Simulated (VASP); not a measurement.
Wanted: the native input for a VASP 6.6.1 run.

```yaml
Task: relaxation of cell and atoms
Functional: r2SCAN
Potentials_or_basis: VASP PAW PBE potentials, release 64 (Ga_d, N)
Cutoff: 600 eV
k_mesh: 10 × 10 × 10
Occupations: gaussian, width 0.03 eV
Spin: no spin polarisation
Further_INCAR_settings: ALGO = Normal; EDIFF = 1e-06; IBRION = 2; EDIFFG = -0.01; NSW = 90; ISIF = 3
```

The structure of GaN lies in POSCAR:

```
GaN
1.0
    0.0000000000      2.2535006075      2.2535006075
    2.2535006075      0.0000000000      2.2535006075
    2.2535006075      2.2535006075      0.0000000000
Ga N
1 1
Direct
    0.0000000000      0.0000000000      0.0000000000
    0.7500000000      0.7500000000      0.7500000000
```

The cell is a database's computed one.

The input as run:

INCAR

```
ALGO     = Normal         # electronic algorithm
EDIFF    = 1E-6           # SCF threshold, eV
EDIFFG   = -0.01          # ionic threshold
ENCUT    = 600            # plane-wave cutoff, eV
IBRION   = 2              # ionic algorithm
ISIF     = 3              # what is computed and relaxed
ISMEAR   = 0              # smearing method
LASPH    = T              # aspherical terms in the spheres
LCHARG   = F              # write CHGCAR
LMIXTAU  = T            
LREAL    = F              # projectors in reciprocal space
LWAVE    = F              # write WAVECAR
METAGGA  = R2SCAN         # meta-GGA
NELM     = 80             # most SCF steps
NSW      = 90             # ionic steps
PREC     = Accurate       # precision mode
SIGMA    = 0.03           # smearing width, eV
```

KPOINTS

```
k-points
0
Gamma
  10 10 10
```

Potentials or basis: VASP PAW PBE potentials, release 64 (Ga_d, N).

Launch:

```console
$ cat potpaw_PBE.64/Ga_d/POTCAR potpaw_PBE.64/N/POTCAR > POTCAR
$ mpirun -np 1 vasp_std > vasp.out
```

It gave:

```
Pressure after relaxing : 0.0 GPa
Band gap on the k mesh  : 2.12 eV, direct
```

Caveat: the relaxation stopped at its first step, so nothing moved; the PAW data sets were made with another functional, which shifts forces and pressure a little.

It took 83 s on 1 thread of Intel(R) Xeon(R) Platinum 8488C (Sapphire Rapids) (shared host), peak memory 0.17 GiB.
